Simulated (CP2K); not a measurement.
The system is SnSe2.

```xyz
3
Lattice="3.8110 0.0000 0.0000 -1.9055 3.3004 0.0000 0.0000 0.0000 6.1360" Properties=species:S:1:pos:R:3 pbc="T T T"
Sn    0.0000    0.0000    0.0000
Se    1.9055    1.1001    4.6081
Se    0.0000    2.2003    1.5279
```

Base run:

- Program: CP2K 2026.2
- Functional: PBE
- Potentials or basis: POTENTIAL_UZH Sn GTH-PBE-q4, Se GTH-PBE-q6; TZVP-MOLOPT-PBE-GTH basis
- Density cutoff: 9184 eV
- k mesh: 8 × 8 × 5
- Occupations: fermi-dirac, width 0.05 eV
- Spin: no spin polarisation

Its results: band gap on the k mesh 0.76 eV, indirect (least direct gap 1.03 eV); pressure 6.9 GPa; largest force 0.989 eV/Å.

**Question.** After a change of settings the same cell gave: band gap on the k mesh 1.27 eV, indirect (least direct gap 1.61 eV); pressure 1.1 GPa; largest force 0.155 eV/Å. Which change was it?
A. density cutoff from 9184 eV to 8163 eV; cutoff of the grids from 675 Ry to 600 Ry
B. functional from PBE to LDA
C. functional from PBE to HLE17
D. functional from PBE to HLE16

**Answer.** C.

Caveats: spin-orbit coupling is left out, which moves the levels of the heavy elements; an odd mesh through Γ misses points on the zone boundary, where band edges often lie; the basis of atomic orbitals isn't converged, which shifts pressures, moduli and gaps; this functional lacks dispersion, which binds the layers, so the pressure and a relaxed spacing across them are unreliable (some runs); the potentials were made for another functional, which shifts forces and pressure (some runs); the potentials were made for a functional far from this one (some runs).
